## Five functionals, one tantalum cell

The same body-centred cubic cell of tantalum was relaxed with five gradient-corrected functionals, each with D4 dispersion. Volume change counts from a common starting cell; the relaxed length a is the edge of the one-atom cell, equal to the distance between nearest neighbours.

Relaxation of cell and atoms for body-centred cubic Ta (one-atom primitive cell) with GPAW 26.7.0, using plane-wave PAW DFT with D4 dispersion, without spin polarisation or spin–orbit coupling. All runs use a 600 eV cutoff, an 11×11×11 k mesh and Fermi–Dirac smearing of 0.05 eV. Volume changes are relative to the starting cell; a is the primitive-cell edge.

| functional | potentials | volume change (%) | relaxed length a (Å) |
| --- | --- | --- | --- |
| PBE | GPAW PAW data sets (gpaw data 1.2.1) | 0.000 | 2.86010 |
| PBEsol | PAW data sets made by gpaw setup for the functional | -2.730 | 2.83390 |
| revPBE | GPAW PAW data sets (gpaw data 1.2.1) | 0.850 | 2.86820 |
| RPBE | GPAW PAW data sets (gpaw data 1.2.1) | 0.950 | 2.86910 |
| BLYP | PAW data sets made by gpaw setup for the functional | 1.570 | 2.87500 |

### 1. How much does the choice of functional matter?

BLYP gives the largest cell and PBEsol the smallest. They lie 4.3% of the starting volume apart. PBE reads zero because its pressure in the starting cell already met the stopping test, so the cell never moved. The zero marks the reference, not a perfect result.

### 2. Why do the lengths differ so much less?

Volume goes as the cube of length, so a small relative change in length is about a third of the change in volume. For BLYP, $1.57\%/3\approx0.52\%$. An engineer who compares with a tabulated lattice constant needs the cube edge, which is $2/\sqrt3$ times the printed length.

### 3. Why does PBEsol shrink the cell that PBE leaves alone?

The two functionals reward uneven electron density differently. The reduced gradient $s$ measures how sharply the density varies on the scale of the electrons' own wavelength. When atoms move apart, the valence density thins out and $s$ generally rises. Exchange lowers the energy by the uniform-gas value times a factor $F(s)$, so a functional whose $F$ climbs steeply gains more from expansion.

For both functionals $F$ starts at 1 and follows

$$F(s)-1=\kappa\left(1-\frac{1}{1+\mu s^2/\kappa}\right),$$

where $\mu$ sets the initial climb and $\kappa$ the ceiling. With $\kappa=0.80$ for both, $\mu=0.22$ for PBE and $0.12$ for PBEsol, the climb up to $s=1$ is

$$\text{PBE: }0.80\left(1-\frac{1}{1.275}\right)=0.17,\qquad \text{PBEsol: }0.80\left(1-\frac{1}{1.15}\right)=0.10.$$

PBEsol gains less exchange energy from spreading the atoms, which favours the smaller cell. It also changes the correlation part, which this estimate leaves out. The constants belong to the functionals and were not adjusted to these volumes.

### 4. Does the same rule place the other functionals?

It places revPBE and RPBE correctly. Both climb somewhat faster than PBE, and both give slightly larger cells. The estimate yields an order, not a volume, since it covers exchange alone.

BLYP shows where it fails. At $s=1$ its exchange climbs less than that of revPBE, yet its cell is the largest; at $s=0.5$ it climbs most of all. The answer thus depends on which gradients matter in the metal. BLYP also uses a different correlation part, LYP, which describes a nearly uniform electron gas poorly. That may add to the expansion, but these runs do not separate the two effects.

### 5. Does dispersion make the large cells large?

The D4 energy is about three times as strong for BLYP as for PBEsol, so the strongest attraction goes with the largest cell. Attraction normally pulls atoms together, so D4 probably works against the expansion. Without it, one would then expect larger cells, and perhaps a wider spread between functionals. The same caution applies to revPBE and RPBE. Both carry stronger D4 terms than PBE, so their slightly larger cells probably show what is left of a bigger expansion. RPBE with the related D3(BJ) correction is known to shrink metals far too much, which is a reason to test its dispersion term here too. That would take runs with D4 switched off.

### 6. What if the functional is changed but the PBE cell is kept?

The metal is then under stress before any load is applied. In the common starting cell, PBEsol gives a pressure of −5.6 GPa, meaning that the cell wants to contract; BLYP gives +3.2 GPa. A calculation of strain or elastic response should therefore start from the cell relaxed with its own functional.

Dividing the change in pressure by the relative change in volume gives a stiffness near 200 GPa for each of the four cells that moved. The four values differ by at most about 5%, but each is an average over a different range of volume, and metals usually stiffen when compressed. The values therefore do not rank the functionals by stiffness. In neighbouring tungsten, which is stiffer, the same pressure offset would change the volume less. The direction from PBE to PBEsol is expected to be the same, because the exchange argument uses nothing special to tantalum.

### 7. Which digits can be trusted?

The relaxation offers a test. The energy gained, divided by the volume change, should equal the mean pressure along the way, taken here as the average of the first and last values. The two differ by up to 0.28 GPa, which at this stiffness corresponds to about 0.14% in volume. This simple average accounts for some of the mismatch where the cell moved furthest. Smearing of the electron occupations may add to it, since the stress belongs to the free energy while the energy used here is extrapolated to zero smearing.

The steps from PBEsol to PBE and from PBE to BLYP are far larger than this. The 0.10% between revPBE and RPBE is not. The mismatch is nearly the same for both, so much of it may cancel when they are compared, but a difference this small should carry no weight in choosing between them. One more caution concerns the extremes: PBEsol and BLYP use PAW data sets generated for the functional, while the other three use distributed sets. How much this shifts their volumes is not tested here. The output below lists the pressures and the exchange estimate for each functional.

Numerical output:

```
Relaxed cells and the pressure in the common starting cell:
     row  volume change %  length change %  cube edge A  starting pressure GPa  D4 energy eV
     PBE                0                0        3.303                 0.0541       -0.3193
  PBEsol            -2.73          -0.9161        3.272                 -5.606       -0.1909
  revPBE             0.85           0.2832        3.312                  1.758       -0.4243
    RPBE             0.95           0.3147        3.313                  1.959       -0.5139
    BLYP             1.57            0.521         3.32                  3.239       -0.5752
Volume span from PBEsol to BLYP in % of the starting volume: 4.3
Span of the primitive vector in A: 0.0411
Span of the cube edge in A: 0.04746
RPBE less revPBE, volume change in %: 0.1
D4 energy of BLYP over that of PBEsol: 3.014
Stiffness in GPa for PBEsol, revPBE, RPBE, BLYP: PBEsol 205.5, revPBE 198.1, RPBE 196.3, BLYP 200.8
Mean stiffness in GPa: 200.2
Largest volume error left by the final pressure in %: 0.0467
Stress pressure less energy pressure in GPa for PBEsol, revPBE, RPBE, BLYP: PBEsol 0.2789, revPBE 0.2353, RPBE 0.2385, BLYP 0.06758
The same mismatch as volume in %: PBEsol 0.1393, revPBE 0.1175, RPBE 0.1191, BLYP 0.03375
Exchange enhancement above the uniform gas:
     row  at s 0.5  at s 1  volume change %
     PBE   0.05146  0.1725                0
  PBEsol   0.02892  0.1043            -2.73
  revPBE   0.05259  0.1859             0.85
    RPBE   0.05315  0.1923             0.95
    BLYP   0.05708  0.1783             1.57
```
